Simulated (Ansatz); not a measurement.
CsI:

```
CELL_PARAMETERS angstrom
4.56670 0.00000 0.00000
0.00000 4.56670 0.00000
0.00000 0.00000 4.56670
ATOMIC_POSITIONS crystal
Cs 0.00000 0.00000 0.00000
I 0.50000 0.50000 0.50000
```

Program: Ansatz 0.2.0. Alike in all runs: task single point; level HSE06 form with a typed share of exact exchange; potentials or basis Ansatz PAW; no spin polarisation; cell as given; k mesh 3 × 3 × 3; cutoff (eV) 420; smearing fermi-dirac 0.05 eV; the mesh is coarse, so values aren't converged.

Problem. Order these runs on this cell by their band gap on the k mesh, lowest first.
A. screening (1/Å) 0.3
B. screening (1/Å) 0.6
C. screening (1/Å) 0.4
D. screening (1/Å) 0.1
E. screening (1/Å) 0.2

Solution. B (4.35 eV), C (4.59 eV), A (4.77 eV), E (5.00 eV), D (5.31 eV).

Caveats: all runs use coarse meshes; odd divisions of the mesh miss points on the zone boundary, where band edges often lie, so the gap on the mesh can be too wide; spin-orbit coupling is left out, which moves the levels of the heavy elements.
